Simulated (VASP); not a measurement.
Input of a VASP 6.6.1 run:

Contents of INCAR:

```
PREC = Accurate ; ENCUT = 700
EDIFF = 1E-6 ; ISMEAR = 1
SIGMA = 0.1 ; LREAL = False
LASPH = True ; NELM = 100
ALGO = Normal ; ISIF = 2
LWAVE = False ; LCHARG = True
GGA = PE ; LVHAR = True
```

The input KPOINTS:

```
regular mesh
0
Gamma
  18 18 18
```

File POSCAR:

```
VN                                      
1.0
   -0.0000000000      2.0592018908      2.0592018908
    2.0592018908     -0.0000000000      2.0592018908
    2.0592018908      2.0592018908     -0.0000000000
  V               N             
     1     1
Direct
     0.0000000000000000    0.0000000000000000    0.0000000000000000
     0.5000000000000000    0.5000000000000000    0.5000000000000000
```

Potentials or basis: VASP PAW PBE potentials, release 64 (V_sv, N).

Command:

```console
$ cat potpaw_PBE.64/V_sv/POTCAR potpaw_PBE.64/N/POTCAR > POTCAR
$ mpirun -np 1 vasp_std > vasp.out
```

Question: Estimate the pressure.

Answer: 0.1 GPa.

Caveat: the run has no spin polarisation, though such a crystal can be magnetic.
